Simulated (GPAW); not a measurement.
Runs of GPAW 26.7.0 on Mg. The structure is hexagonal, space group P6_3/mmc (No. 194). The conventional cell has a = 3.209 Å, b = 3.209 Å, c = 5.210 Å, α = 90.00°, β = 90.00°, γ = 120.00°. Around Mg (site symmetry -6m2) lie 12 Mg at 3.20 to 3.21 Å. 

```tsv
task	level	potentials or basis	cell	band path	band points	optimizer	fmax	max steps	gap on the mesh (eV)	pressure (GPa)	relaxed volume (Å³/atom)
band structure	r2SCAN	GPAW PAW data sets (gpaw-data 1.2.1), pw	as given	GMKGALHA,LM,KH	100	-	-	-	-	-0.9	-
relaxation of cell and atoms	revPBE	the program's PAW data sets (release 1.2.1) made for this functional, pw	relaxed	-	-	LBFGS	0.01 eV/Å	60	none	0.0	(a)
relaxation of cell and atoms	revPBE+D3(BJ)	the program's PAW data sets (release 1.2.1) made for this functional, pw	relaxed	-	-	FIRE	0.02 eV/Å	40	none	-0.1	21.29
relaxation of cell and atoms	RPBE	the program's PAW data sets (release 1.2.1) made for this functional, pw	relaxed	-	-	BFGS	0.02 eV/Å	100	none	0.0	23.66
```

Alike in all rows: no spin polarisation; k mesh 10 × 10 × 5; cutoff (eV) 800; smearing fermi-dirac 0.05 eV.

Question: Estimate the missing entries.

Answer: (a) 23.57.

Caveats: later steps reuse the first step's grids (some runs); the PAW data sets were made with another functional, which shifts forces and pressure a little (some runs); pairwise dispersion overbinds metals, which lowers pressure and volume (some runs).

A gap of «none» marks a metal or a gap under the smearing width.
